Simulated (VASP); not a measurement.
Output of a VASP run:

File OSZICAR:
```
...
DAV:   2    -0.229341565514E+02    0.16924E-02   -0.41104E-03  3308   0.158E+00    0.109E-01
DAV:   3    -0.229338728407E+02    0.28371E-03   -0.90132E-04  3236   0.819E-01    0.411E-02
DAV:   4    -0.229338718776E+02    0.96311E-06   -0.11781E-04  3774   0.127E-01    0.237E-02
DAV:   5    -0.229338710699E+02    0.80770E-06   -0.21145E-05  3668   0.429E-02    0.212E-02
DAV:   6    -0.229338728304E+02   -0.17604E-05   -0.30521E-06  3414   0.228E-02    0.767E-03
DAV:   7    -0.229338716575E+02    0.11729E-05   -0.15903E-06  3042   0.133E-02    0.241E-03
DAV:   8    -0.229338715920E+02    0.65426E-07   -0.36171E-07  2374   0.490E-03
   4 F= -.17630584E+02 E0= -.17630659E+02  d E =-.266239E+00
       N       E                     dE             d eps       ncg     rms          rms(c)
DAV:   1    -0.229252385677E+02    0.86331E-02   -0.27474E-02  2992   0.369E+00    0.237E-01
DAV:   2    -0.229243701175E+02    0.86845E-03   -0.21054E-03  3322   0.113E+00    0.779E-02
DAV:   3    -0.229242249555E+02    0.14516E-03   -0.46058E-04  3236   0.586E-01    0.290E-02
DAV:   4    -0.229242255195E+02   -0.56396E-06   -0.59996E-05  3780   0.911E-02    0.173E-02
DAV:   5    -0.229242251770E+02    0.34246E-06   -0.97784E-06  3688   0.294E-02    0.150E-02
DAV:   6    -0.229242265246E+02   -0.13476E-05   -0.15453E-06  3312   0.162E-02    0.593E-03
DAV:   7    -0.229242257807E+02    0.74394E-06   -0.72562E-07  2938   0.905E-03    0.164E-03
DAV:   8    -0.229242257144E+02    0.66282E-07   -0.15150E-07  1862   0.337E-03
   5 F= -.17630523E+02 E0= -.17630598E+02  d E =-.266177E+00
       N       E                     dE             d eps       ncg     rms          rms(c)
DAV:   1    -0.229447895494E+02   -0.20564E-01   -0.10129E-01  2920   0.671E+00    0.447E-01
DAV:   2    -0.229419523376E+02    0.28372E-02   -0.87487E-03  3278   0.206E+00    0.148E-01
DAV:   3    -0.229413775792E+02    0.57476E-03   -0.15653E-03  3302   0.104E+00    0.562E-02
DAV:   4    -0.229413451897E+02    0.32390E-04   -0.26535E-04  3864   0.193E-01    0.351E-02
DAV:   5    -0.229413442434E+02    0.94627E-06   -0.20967E-05  2932   0.475E-02    0.302E-02
DAV:   6    -0.229413422651E+02    0.19783E-05   -0.10407E-05  3612   0.274E-02    0.104E-02
DAV:   7    -0.229413417341E+02    0.53107E-06   -0.10116E-06  3384   0.212E-02    0.524E-03
DAV:   8    -0.229413420493E+02   -0.31527E-06   -0.37887E-07  2492   0.990E-03    0.227E-03
DAV:   9    -0.229413419754E+02    0.73933E-07   -0.49964E-08  1340   0.284E-03
   6 F= -.17630497E+02 E0= -.17630573E+02  d E =0.266372E-04
       N       E                     dE             d eps       ncg     rms          rms(c)
DAV:   1    -0.229333489019E+02    0.79931E-02   -0.28321E-02  2920   0.353E+00    0.238E-01
DAV:   2    -0.229325443191E+02    0.80458E-03   -0.24671E-03  3276   0.109E+00    0.781E-02
DAV:   3    -0.229323861646E+02    0.15815E-03   -0.43663E-04  3310   0.545E-01    0.305E-02
DAV:   4    -0.229323828112E+02    0.33534E-05   -0.74706E-05  3864   0.103E-01    0.185E-02
DAV:   5    -0.229323831117E+02   -0.30051E-06   -0.61899E-06  2926   0.259E-02    0.158E-02
DAV:   6    -0.229323833774E+02   -0.26564E-06   -0.30744E-06  3660   0.147E-02    0.565E-03
DAV:   7    -0.229323836496E+02   -0.27222E-06   -0.23157E-07  2252   0.109E-02    0.254E-03
DAV:   8    -0.229323833951E+02    0.25452E-06   -0.11499E-07  1500   0.562E-03    0.117E-03
DAV:   9    -0.229323834168E+02   -0.21717E-07   -0.42083E-08  1304   0.222E-03
   7 F= -.17630628E+02 E0= -.17630704E+02  d E =-.104833E-03
```

### OUTCAR
```
------------------------ aborting loop because EDIFF is reached ----------------------------------------
  FORCE on cell =-STRESS in cart. coord.  units (eV):
  Direction    XX          YY          ZZ          XY          YZ          ZX
  --------------------------------------------------------------------------------------
  Total        5.3080068      5.3080071      5.2652353      0.0000000      0.0000000      0.0000000
  in kB      150.1768707    150.1768780    148.9667569      0.0000000      0.0000000      0.0000000
  external PRESSURE =      -0.2264981 kB  Pullay stress =     150.0000000 kB
  volume of cell :       56.63
      direct lattice vectors                 reciprocal lattice vectors
     1.717525794 -2.974842011  0.000000000     0.291116443 -0.168076153  0.000000000
     1.717525794  2.974842011  0.000000000     0.291116443  0.168076153 -0.000000000
    -0.000000000  0.000000000  5.541684993     0.000000000  0.000000000  0.180450531
 POSITION                                       TOTAL-FORCE (eV/Angst)
 -----------------------------------------------------------------------------------
      1.71753     -0.99162      2.77048         0.000000     -0.000000     -0.009679
      1.71753      0.99162      5.54133        -0.000000      0.000000     -0.009679
      1.71753     -0.99162      4.87150        -0.000000      0.000000      0.009679
      1.71753      0.99162      2.10066         0.000000      0.000000      0.009679
 -----------------------------------------------------------------------------------
    total drift:                               -0.000000      0.001436     -0.000429
  FREE ENERGIE OF THE ION-ELECTRON SYSTEM (eV)
  ---------------------------------------------------
  free  energy   TOTEN  =       -22.9323834168 eV

  energy  without entropy=      -22.9326097841  energy(sigma->0) =      -22.93245887
  enthalpy is  TOTEN    =       -17.6306280843 eV   P V=        5.3017553325

 reached required accuracy - stopping structural energy minimisation
```
(Selected blocks of OUTCAR.)

POSCAR:
```
InN
1
    1.7690571017    -3.0640968522    -0.0000000000
    1.7690571017     3.0640968522     0.0000000000
    0.0000000000     0.0000000000     5.7118804560
In N
2 2
Direct
  0.6666670000   0.3333330000   0.4998915258
  0.3333330000   0.6666670000   0.9998915258
  0.6666670000   0.3333330000   0.8791084742
  0.3333330000   0.6666670000   0.3791084742
```

Question: Reconstruct the remaining input files.

Answer: Several could match; the one computed here: the input of the run itself, PBEsol GGA, plane waves, VASP's PBE PAW potentials (set 64).

INCAR:
```
PSTRESS=150   ! kbar
EDIFFG=-0.01   ! ionic stop
PREC=Accurate
LREAL=F
SYSTEM=InN
ISMEAR=1   ! Methfessel-Paxton
NELM=100   ! most electronic steps
LASPH=T
LWAVE=F
LCHARG=F
IBRION=2
ALGO=Normal
EDIFF=1E-7   ! SCF stop (eV)
ENCUT=600   ! plane-wave cut-off (eV)
SIGMA=0.1   ! width (eV)
NSW=40   ! most ionic steps
GGA=PS
LMAXMIX=4
ISIF=3   ! ions, shape and volume
```

KPOINTS:
```
Automatic mesh
0
Gamma
10 10 6
0 0 0
```

POTCAR, in this order: In_d N (PBE.64 set). Program: vasp_std.

Energy and stress use the plane-wave basis of the starting cell.

The compound is InN in the wurtzite structure. This run relaxes it under an external pressure of 15 GPa. Symmetry was kept, so distortions that lower it aren't found.
